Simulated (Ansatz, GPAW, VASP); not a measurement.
CdS: 3 runs at one level of theory

```xyz
4
Lattice="4.1500 0.0000 0.0000 -2.0750 3.5940 0.0000 0.0000 0.0000 6.7370" Properties=species:S:1:pos:R:3 pbc="T T T"
Cd    2.0750    1.1980    3.3685
Cd    0.0000    2.3960    0.0000
S     2.0750    1.1980    5.8949
S     0.0000    2.3960    2.5264
```

Alike in all runs: task single point; functional PBE; k mesh 7 × 7 × 4; occupations gaussian, width 0.017 eV; no spin polarisation; no spin-orbit coupling. Pressure is positive in compression and, in plane waves, holds the error of the finite cutoff, which Ansatz's Pulay term estimates and takes out.

```csv
program and potentials,plane-wave cutoff (eV),notes,pressure (GPa),largest force (eV/Å)
"Ansatz, Ansatz PAW",420,13 valence electrons an atom on average; Pulay term of +0.04 GPa included,2.07,0.068
"VASP, PBE PAW files Cd, S, 520 eV",520,9 valence electrons an atom on average,2.42,0.069
"GPAW, GPAW PAW data sets (gpaw-data 1.2.1)",600,9 valence electrons an atom on average,1.82,0.067
```

Force on atom 1 (Cd), eV/Å:

| program and potentials | x | y | z |
| --- | --- | --- | --- |
| Ansatz, Ansatz PAW | 0.000 | 0.000 | -0.068 |
| VASP, PBE PAW files Cd, S, 520 eV | 0.000 | 0.000 | -0.069 |
| GPAW, GPAW PAW data sets (gpaw-data 1.2.1) | 0.000 | 0.000 | -0.067 |

The pressure spans 1.82 (GPAW, GPAW PAW data sets (gpaw-data 1.2.1)) to 2.42 GPa (VASP, PBE PAW files Cd, S, 520 eV).

Differences between rows come from potentials, basis sets and numerical settings, since the functional is the same but for its coding. Runs on potential files found faulty are left out.
